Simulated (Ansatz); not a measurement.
# Al(111) with 4 layers of random Al-Ag, 2x2: scattering by chemical disorder, part 2 of 2

Wanted: resistance against the alloy's length, first Al(111) with 4 layers of random Al-Ag, 2x2.

Ansatz 0.2.0; Ansatz plane-wave DFT, PBE, PAW files; ballistic transport by layer matching (Landauer), zero bias; PAW set soft_1.

So far. Step 3 (With 8 alloy layers): Over the solved energies the transmission per spin lies between 3.28 and 3.36, out of 5.50 channels of the lead on average (up to 5.59).

## (4) With 12 alloy layers

In 12 layers a share of 0.125 of the sites is given to Ag at random. A fresh draw is used; the growth of the resistance with length is what counts.

System of this step: Al(111) with 12 layers of random Al-Ag, 2x2. The cell holds 72 atoms: 66 Al and 6 Ag. Its edges and angles: a = 5.725 Å, b = 5.725 Å, c = 42.068 Å, α = 90.0°, β = 90.0°, γ = 120.0°. It derives from Al. Regions: lead, 24 atoms (24 Al); scattering region, 48 atoms (42 Al and 6 Ag). The structure is stacked along c, and the current runs across the ab planes.

input.yaml

```yaml
crystal:
  lattice:
    - [5.7246940741, 0.0, 0.0]
    - [-2.862347037, 4.957730497, 0.0]
    - [0.0, 0.0, 42.0677382451]
  atoms:
    - { symbol: Al, position: [0.0, 0.0, 0.0277777778] }
    - { symbol: Al, position: [0.0, 0.5, 0.0277777778] }
    - { symbol: Al, position: [0.5, 0.0, 0.0277777778] }
    - { symbol: Al, position: [0.5, 0.5, 0.0277777778] }
    - { symbol: Al, position: [0.1666666667, 0.3333333333, 0.0833333333] }
    - { symbol: Al, position: [0.1666666667, 0.8333333333, 0.0833333333] }
    - { symbol: Al, position: [0.6666666667, 0.3333333333, 0.0833333333] }
    - { symbol: Al, position: [0.6666666667, 0.8333333333, 0.0833333333] }
    - { symbol: Al, position: [0.3333333333, 0.1666666667, 0.1388888889] }
    - { symbol: Al, position: [0.3333333333, 0.6666666667, 0.1388888889] }
    - { symbol: Al, position: [0.8333333333, 0.1666666667, 0.1388888889] }
    - { symbol: Al, position: [0.8333333333, 0.6666666667, 0.1388888889] }
    - { symbol: Al, position: [0.0, 0.0, 0.1944444444] }
    - { symbol: Al, position: [0.0, 0.5, 0.1944444444] }
    - { symbol: Al, position: [0.5, 0.0, 0.1944444444] }
    - { symbol: Al, position: [0.5, 0.5, 0.1944444444] }
    - { symbol: Al, position: [0.1666666667, 0.3333333333, 0.25] }
    - { symbol: Al, position: [0.1666666667, 0.8333333333, 0.25] }
    - { symbol: Al, position: [0.6666666667, 0.3333333333, 0.25] }
    - { symbol: Al, position: [0.6666666667, 0.8333333333, 0.25] }
    - { symbol: Al, position: [0.3333333333, 0.1666666667, 0.3055555556] }
    - { symbol: Al, position: [0.3333333333, 0.6666666667, 0.3055555556] }
    - { symbol: Al, position: [0.8333333333, 0.1666666667, 0.3055555556] }
    - { symbol: Al, position: [0.8333333333, 0.6666666667, 0.3055555556] }
    - { symbol: Al, position: [0.0, 0.0, 0.3611111111] }
    - { symbol: Ag, position: [0.0, 0.5, 0.3611111111] }
    - { symbol: Al, position: [0.5, 0.0, 0.3611111111] }
    - { symbol: Al, position: [0.5, 0.5, 0.3611111111] }
    - { symbol: Al, position: [0.1666666667, 0.3333333333, 0.4166666667] }
    - { symbol: Al, position: [0.1666666667, 0.8333333333, 0.4166666667] }
    - { symbol: Al, position: [0.6666666667, 0.3333333333, 0.4166666667] }
    - { symbol: Ag, position: [0.6666666667, 0.8333333333, 0.4166666667] }
    - { symbol: Al, position: [0.3333333333, 0.1666666667, 0.4722222222] }
    - { symbol: Al, position: [0.3333333333, 0.6666666667, 0.4722222222] }
    - { symbol: Ag, position: [0.8333333333, 0.1666666667, 0.4722222222] }
    - { symbol: Al, position: [0.8333333333, 0.6666666667, 0.4722222222] }
    - { symbol: Al, position: [0.0, 0.0, 0.5277777778] }
    - { symbol: Ag, position: [0.0, 0.5, 0.5277777778] }
    - { symbol: Al, position: [0.5, 0.0, 0.5277777778] }
    - { symbol: Al, position: [0.5, 0.5, 0.5277777778] }
    - { symbol: Al, position: [0.1666666667, 0.3333333333, 0.5833333333] }
    - { symbol: Al, position: [0.1666666667, 0.8333333333, 0.5833333333] }
    - { symbol: Ag, position: [0.6666666667, 0.3333333333, 0.5833333333] }
    - { symbol: Al, position: [0.6666666667, 0.8333333333, 0.5833333333] }
    - { symbol: Al, position: [0.3333333333, 0.1666666667, 0.6388888889] }
    - { symbol: Al, position: [0.3333333333, 0.6666666667, 0.6388888889] }
    - { symbol: Al, position: [0.8333333333, 0.1666666667, 0.6388888889] }
    - { symbol: Al, position: [0.8333333333, 0.6666666667, 0.6388888889] }
    - { symbol: Al, position: [0.0, 0.0, 0.6944444444] }
    - { symbol: Ag, position: [0.0, 0.5, 0.6944444444] }
    - { symbol: Al, position: [0.5, 0.0, 0.6944444444] }
    - { symbol: Al, position: [0.5, 0.5, 0.6944444444] }
    - { symbol: Al, position: [0.1666666667, 0.3333333333, 0.75] }
    - { symbol: Al, position: [0.1666666667, 0.8333333333, 0.75] }
    - { symbol: Al, position: [0.6666666667, 0.3333333333, 0.75] }
    - { symbol: Al, position: [0.6666666667, 0.8333333333, 0.75] }
    - { symbol: Al, position: [0.3333333333, 0.1666666667, 0.8055555556] }
    - { symbol: Al, position: [0.3333333333, 0.6666666667, 0.8055555556] }
    - { symbol: Al, position: [0.8333333333, 0.1666666667, 0.8055555556] }
    - { symbol: Al, position: [0.8333333333, 0.6666666667, 0.8055555556] }
    - { symbol: Al, position: [0.0, 0.0, 0.8611111111] }
    - { symbol: Al, position: [0.0, 0.5, 0.8611111111] }
    - { symbol: Al, position: [0.5, 0.0, 0.8611111111] }
    - { symbol: Al, position: [0.5, 0.5, 0.8611111111] }
    - { symbol: Al, position: [0.1666666667, 0.3333333333, 0.9166666667] }
    - { symbol: Al, position: [0.1666666667, 0.8333333333, 0.9166666667] }
    - { symbol: Al, position: [0.6666666667, 0.3333333333, 0.9166666667] }
    - { symbol: Al, position: [0.6666666667, 0.8333333333, 0.9166666667] }
    - { symbol: Al, position: [0.3333333333, 0.1666666667, 0.9722222222] }
    - { symbol: Al, position: [0.3333333333, 0.6666666667, 0.9722222222] }
    - { symbol: Al, position: [0.8333333333, 0.1666666667, 0.9722222222] }
    - { symbol: Al, position: [0.8333333333, 0.6666666667, 0.9722222222] }
kpoints:
  mp_grid: { grid: [5, 5, 1] }
hamiltonian:
  xc: pbe
  pseudopotentials: { kind: paw, azcp: { folder: soft_1 } }
scf:
  occupations: { method: fermi_dirac, width: 0.1 }
output:
  transmission:
    leads: [[0, 4]]
    kmesh: [10, 10]
    e_range: [-0.05, 0.05]
    de: 0.05
  write_potential: true
  write_density: true
  volumetric_format: npy
```

Run with:

```console
ansatz run input.yaml --threads 4 --pin off --max-ram 15360MiB --backend cpu --events-out ev --progress --plain --runs-dir out
```

Numbers of over 12 decimals in the logs are rounded to 6 here.

What it wrote:

```text
[...]
Crystal: 72 atoms, lattice volume = 1193.945 Å³
Basis set: ecut = 420 eV, 23469 PW (Γ)
Bands: 228, of which v1, the nominal top of the filled ones, is band 156 counted from 1 (155 counted from 0)
Symmetry: 1 space group operations
[...]
k-points: 13 of 25 (time reversal used)
[...]
SCF iter   1: F=—  HF=-81048.345249 eV  |F-HF|=—  |Δ(HF+E_count)|=         —  Δρ=1.10e-1  dr2=1.16e3  ethr=3.10e-3  ⟨swp⟩=6.3  Hψ=12970  notcnv=0  defer=72
[...]
SCF iter  12: F=-81019.135547 eV  HF=-81019.135547 eV  |F-HF|=5.14e-9  |Δ(HF+E_count)|=   1.87e-8  Δρ=5.61e-7  dr2=6.19e-9  ethr=3.21e-11  ⟨swp⟩=2.0  Hψ=5037  notcnv=0
SCF 1 converged in 12 iterations: F = -81019.135547 eV  dr2 = 6.19e-9
[...]
transmission: 273 of 2704 steps passed
transmission: 549 of 2704 steps passed
[...]
transmission: 2704 of 2704 steps passed
SCF converged after 12 iterations
Free energy (F): -81019.135547 eV
[...]
Internal energy: -81018.228483 eV  (E = F + TS)
E sigma→0 (E₀):  -81018.682015 eV
Entropy (-TS):   -0.907065 eV (-12.598 meV/atom)
Fermi energy:    8.847609 eV
[...]
--- Band table (eV; the first three rows and the last of 13) ---
  k-point 0: bands = [... 152 lower, 7.4643, 7.8009, 7.8145, 7.8400, 7.9026, 7.9178, 8.0090, 8.0366, ... 68 higher]
  k-point 1: bands = [... 152 lower, 8.0360, 8.1061, 8.1455, 8.1772, 8.2296, 8.3241, 8.3496, 8.3619, ... 68 higher]
  k-point 2: bands = [... 152 lower, 8.9135, 8.9646, 8.9742, 9.0652, 9.1014, 9.1238, 9.1919, 9.2161, ... 68 higher]
  k-point 12: bands = [... 152 lower, 8.7350, 8.7867, 8.8857, 8.9439, 8.9690, 9.0139, 9.0224, 9.0515, ... 68 higher]
--- Transmission ---
  basis      : 253 plane waves across, 52 finite elements along
  points     : 52, standing for a mesh of 10 x 10
[...]
channels       : 5.530000e0 a spin
[...]
junction   : crystal 0 to crystal 0, 1.64 to 41.37 Å
    transmission   : 3.062359e0 a spin
[...]
```

Wall time 7.6 min (4 threads of Intel Xeon Platinum 8488C (Sapphire Rapids), shared host); peak memory 6.1 GiB; 25 min of CPU time.

This step gave:

```yaml
free_energy: -81019.1355 eV
energy_at_zero_smearing: -81018.6820 eV
fermi_energy: 8.848 eV
transmission_per_spin_nearest_the_fermi_level: 3.062
open_channels_per_spin_nearest_the_fermi_level: 5.53
step_of_the_lead_s_potential: 6.9 meV
```

Per spin. Table of transmission, zone mean by energy, zero at the Fermi level:

```csv
energy (eV),"transmission, zone mean"
-0.0500,2.91
0.0000,3.06
0.0500,3.11
```

Over the solved energies the transmission per spin lies between 2.91 and 3.11, out of 5.47 channels of the lead on average (up to 5.59).

## (5) Resistance against length

This step: Ansatz plane-wave DFT, PBE, PAW files; ballistic transport by layer matching (Landauer), zero bias; residual resistivity from the slope of the area resistance, atoms on the host's lattice; PAW set soft_1 (Ansatz 0.2.0).

Numbers from this step:

| Item | Value |
| --- | --- |
| resistivity | 14.19 µΩ cm |
| intercept | 0.1523 fΩ m² |
| scatter about the fit | 0.01449 fΩ m² |

Resistance, by row:

```csv
run,length (Å),T,channels N,RA (fΩ m²)
n4,9.348,3.859,5.43,0.2747
n8,18.7,3.319,5.503,0.4381
n12,28.05,3.028,5.47,0.54
```

Table of area resistance by length of the alloy:

```
length of the alloy (Å)  area resistance (fΩ m²)
                   9.35                    0.275
                  18.70                    0.438
                  28.05                    0.540
```

The area resistance goes from 0.27 to 0.54 fΩ m² between 9.3 and 28.0 Å, a slope of 14 µΩ cm.

By hand from the end points: (0.5400 − 0.2747) fΩ m² / (28.05 − 9.35) Å = 14 µΩ cm, since 1 fΩ m² per Å is 1000 µΩ cm.

## (6) Outcome

```
resistivity from the slope  : 14.2 µΩ cm
area resistance over 9.35 Å : 0.275 fΩ m²
area resistance over 18.7 Å : 0.438 fΩ m²
area resistance over 28.0 Å : 0.540 fΩ m²
```

In words: The slope gives 14 µΩ cm. The points scatter by 0.014 fΩ m² about the line, with one random draw a length in a 2x2 cell, so the slope is a rough value. The lead's own channel count moves between the runs (5.43, 5.50 and 5.47), which shifts RA and the slope too. Read with a model of isotropic scattering on a spherical Fermi surface and the lead's 1.5×10¹⁵ S/m², this slope means a mean free path near 38 Å; over these lengths the model's slope is 1.06 times its bulk resistivity, which would be 13 µΩ cm. The draw over the shortest length came out nearly ordered, with 8 symmetry operations, so that point is a poor sample of a random alloy. The atoms sit on the host's lattice, so scattering by size misfit is left out.

[Logs are printed without paths, hosts, clocks, repeated set-up lines and the standing remarks that a program may print on its own settings, such as how far it seeks lower states.]

[Hosts, paths, dates, database ids (printed as entryN), source tags and the programs' standing remarks are cut or masked in the printed files.]
